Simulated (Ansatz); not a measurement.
A plane-wave DFT run in Ansatz 0.2.0 (scalar-relativistic PAW potentials unless the input names others): input and command.

```yaml
crystal:
  lattice:
    - [1.5786015499, 0.9114060298, 6.0393062445]
    - [-1.5786015499, 0.9114060298, 6.0393062445]
    - [0.0, -1.8228120595, 6.0393062445]
  atoms:
    - { symbol: W, position: [0.0006554627, 0.0006554627, 0.0006554627] }
    - { symbol: S, position: [0.2472223804, 0.2472223804, 0.2472223804] }
    - { symbol: S, position: [0.4208221569, 0.4208221569, 0.4208221569] }
basis:
  ecutwfc: 500
kpoints:
  mp_grid: { grid: [12, 11, 13] }
hamiltonian:
  xc: r2scan
scf:
  occupations: { method: gaussian, width: 0.02 }
  max_iter: 60
output:
  forces: true
  eigenvalues: true
  stress: true
```

```bash
ansatz run input.yaml --threads 1 --pin off --max-ram 2560MiB --backend cpu --events-out ev --progress --plain --runs-dir out
```

Abridged log:
```
Warning: crystal.symmetry: narrowed to the stabiliser of the k-point mesh — unitary ops 6 → 1; excluded 5 operations that carry a point of the 12×11×13 mesh (shift [0, 0, 0]) off the mesh (the run samples exactly the mesh kpoints.mp_grid names, as under crystal.symmetry.detect: false, and its converged state has the mesh's symmetry, not the crystal's; ε∞, the Born charges and the force constants of a linear response (`dielectric:` by the response, `phonons.method: dfpt`) are averaged over those of the crystal's operations that the state keeps within a tolerance, where `mesh_tensors`, `unaverag ...
Basis set: ecut = 500 eV, 1307 PW (Γ), FFT grids on a1−a3, a2−a3, a3, exchange–correlation on 96×96×192 points (64 copies of the dense FFT grid, shifted against one another)
Bands: 17, of which v1, the nominal top of the filled ones, is band 13 counted from 1 (12 counted from 0)
Symmetry: 1 space group operations
k-points: 859 of 1716 (time reversal used)
SCF iter   1: F=—  HF=-12211.523234 eV  |F-HF|=—  |Δ(HF+E_count)|=         —  Δρ=7.96e-3  dr2=1.92e-2  dr2_τ=8.20e-2  ethr=1.77e-3  ⟨swp⟩=6.0  Hψ=87649  notcnv=0
SCF iter   2: F=—  HF=-12211.597189 eV  |F-HF|=—  |Δ(HF+E_count)|=   7.40e-2  Δρ=5.28e-3  dr2=1.85e-2  dr2_τ=1.63e-3  ethr=7.37e-5  ⟨swp⟩=3.0  Hψ=34892  notcnv=0
SCF iter   3: F=—  HF=-12211.597962 eV  |F-HF|=—  |Δ(HF+E_count)|=   7.73e-4  Δρ=3.73e-3  dr2=9.77e-3  dr2_τ=7.98e-4  ethr=7.13e-5  ⟨swp⟩=3.0  Hψ=25322  notcnv=0
SCF iter   4: F=—  HF=-12211.598119 eV  |F-HF|=—  |Δ(HF+E_count)|=   1.58e-4  Δρ=1.86e-3  dr2=7.66e-4  dr2_τ=5.93e-5  ethr=3.76e-5  ⟨swp⟩=2.2  Hψ=22006  notcnv=0
SCF iter   5: F=—  HF=-12211.598846 eV  |F-HF|=—  |Δ(HF+E_count)|=   7.27e-4  Δρ=6.03e-4  dr2=1.28e-4  dr2_τ=7.72e-6  ethr=2.95e-6  ⟨swp⟩=2.0  Hψ=20776  notcnv=0
SCF iter   6: F=—  HF=-12211.598908 eV  |F-HF|=—  |Δ(HF+E_count)|=   6.23e-5  Δρ=1.44e-4  dr2=1.78e-5  dr2_τ=6.56e-7  ethr=4.92e-7  ⟨swp⟩=2.4  Hψ=22335  notcnv=0
SCF iter   7: F=—  HF=-12211.598907 eV  |F-HF|=—  |Δ(HF+E_count)|=   5.12e-7  Δρ=4.29e-5  dr2=4.16e-7  dr2_τ=4.11e-8  ethr=6.85e-8  ⟨swp⟩=2.2  Hψ=20863  notcnv=0
SCF iter   8: F=-12211.598908 eV  HF=-12211.598908 eV  |F-HF|=3.60e-8  |Δ(HF+E_count)|=   4.37e-7  Δρ=1.12e-5  dr2=1.85e-8  dr2_τ=1.83e-9  ethr=3.85e-10  ⟨swp⟩=7.6  Hψ=77952  notcnv=0
SCF 1 converged in 8 iterations: F = -12211.598908 eV  dr2 = 1.85e-8
SCF converged after 8 iterations
Free energy (F): -12211.598908 eV
Harris-Foulkes:  -12211.598908 eV  (|F-HF|=3.60e-8)
Internal energy: -12211.598908 eV  (E = F + TS)
E sigma→0 (E₀):  -12211.598908 eV
Fermi energy:    12.539421 eV
--- Forces (eV/Å), atoms counted from 1 ---
  atom   1  W     -0.00000008    -0.00000819    -0.00379810
  atom   2  S     -0.00000296     0.00000665     0.28953334
  atom   3  S      0.00000289     0.00000597    -0.28577043
--- Stress (GPa, compression-positive) ---
        2.745633      -0.000010       0.000020
       -0.000010       2.745460       0.000017
        0.000020       0.000017       1.282401
  P = ⅓ Tr σ = 2.2578 GPa (22.578 kbar)
```

One setting here is unusual or wrong in general: a mesh that breaks the symmetry (kpoints.mp_grid.grid: [12, 12, 12] → [12, 11, 13]). For this cell it did little harm to the result: the run converged in 8 SCF iterations (reference: 8) with an energy at zero smearing within 0.01 meV/atom of the reference's, pressure 2.26 GPa, largest force 0.290 eV/Å, gap on the mesh 1.08 eV. The program drops the symmetry operations that the mesh breaks, which leaves more k-points to solve, 859 here. A reference run from the same start on usual settings converged with pressure 2.26 GPa, largest force 0.289 eV/Å, gap on the mesh 1.02 eV.

Time: 2.7 min on 1 thread of Arm Neoverse V1 (shared host), peak memory 1.2 GiB.